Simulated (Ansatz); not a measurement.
Runs of Ansatz 0.2.0 on Pb. It takes space group Fm-3m (No. 225, cubic). Conventional cell: a = 4.950 Å, b = 4.950 Å, c = 4.950 Å, α = 90.00°, β = 90.00°, γ = 90.00°. Pb (site symmetry m-3m) is surrounded by 12 Pb at 3.50 Å. 

```tsv
task	level	potentials or basis	spin	cell	k mesh	cutoff (eV)	pressure (GPa)	relaxed volume (Å³/atom)
band structure	LDA	all-electron LAPW, relativistic spinors	SOC, no magnetisation	as given	7 × 7 × 7	154	(a)	-
band structure	PBEsol	all-electron LAPW, relativistic spinors	SOC, no magnetisation	as given	7 × 7 × 7	154	-0.1	-
relaxation of cell and atoms	revPBE	all-electron LAPW, scalar-relativistic	off	relaxed	9 × 9 × 9	-	0.0	32.76
relaxation of cell and atoms	PBEsol+D3(BJ)	all-electron LAPW, scalar-relativistic	off	relaxed	9 × 9 × 9	-	0.0	28.50
elastic constants	PBEsol	all-electron LAPW, scalar-relativistic	off	as given	7 × 7 × 7	167	0.0	-
relaxation of cell and atoms	RPBE	all-electron LAPW, scalar-relativistic	off	relaxed	9 × 9 × 9	-	0.0	33.13
relaxation of cell and atoms	PBEsol+D4	all-electron LAPW, scalar-relativistic	off	relaxed	9 × 9 × 9	-	0.0	29.16
relaxation of cell and atoms	RPBE+D3(BJ)	all-electron LAPW, scalar-relativistic	off	relaxed	9 × 9 × 9	-	0.0	(c)
relaxation of cell and atoms	PBEsol	all-electron LAPW, scalar-relativistic	off	relaxed	9 × 9 × 9	-	0.0	(b)
```

Alike in all rows: smearing fermi-dirac 0.05 eV; basis error allowed 0.001 eV/atom.

Estimate the missing entries.

(a) -1.7; (b) 29.94; (c) 22.91.

Caveats: the k mesh is thin for a metal, which can move the energy by tens of meV per atom (some runs); a metal's response needs a denser mesh (some runs); elastic constants of metals need much finer meshes, so these are rough (some runs); the volume moved by over 15 % at a fixed basis, so the end points are rough (some runs); the volume moved by -24 % from the deposited cell, more than functionals usually miss (some runs).

Runs at the PBE level aren't shown here.
